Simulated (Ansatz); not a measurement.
The system is InP.

```xyz
2
Lattice="0.0000 2.9305 2.9305 2.9305 0.0000 2.9305 2.9305 2.9305 0.0000" Properties=species:S:1:pos:R:3 pbc="T T T"
In    0.0000    0.0000    0.0000
P     4.3957    4.3957    4.3957
```

Base run:

| Quantity | Value |
| --- | --- |
| Program | Ansatz 0.2.0 |
| Functional | PBE |
| Potentials or basis | Ansatz PAW |
| Cutoff | 420 eV (not typed: the program's choice for these potentials) |
| k mesh | 8 × 8 × 8 |
| Occupations | fermi-dirac, width 0.05 eV |
| Spin | no spin polarisation |

Its results: band gap on the k mesh 0.72 eV, direct; pressure 3.3 GPa.

Question: The run is repeated on the same cell with these changes: k mesh from 8 × 8 × 8 to 3 × 3 × 3. What comes out?

Answer: Band gap on the k mesh 0.68 eV, direct; pressure 4.2 GPa.

Caveats: some runs use coarse meshes; spin-orbit coupling is left out, which moves the levels of the heavy elements; odd divisions of the mesh miss points on the zone boundary, where band edges often lie, so the gap on the mesh can be too wide (some runs).
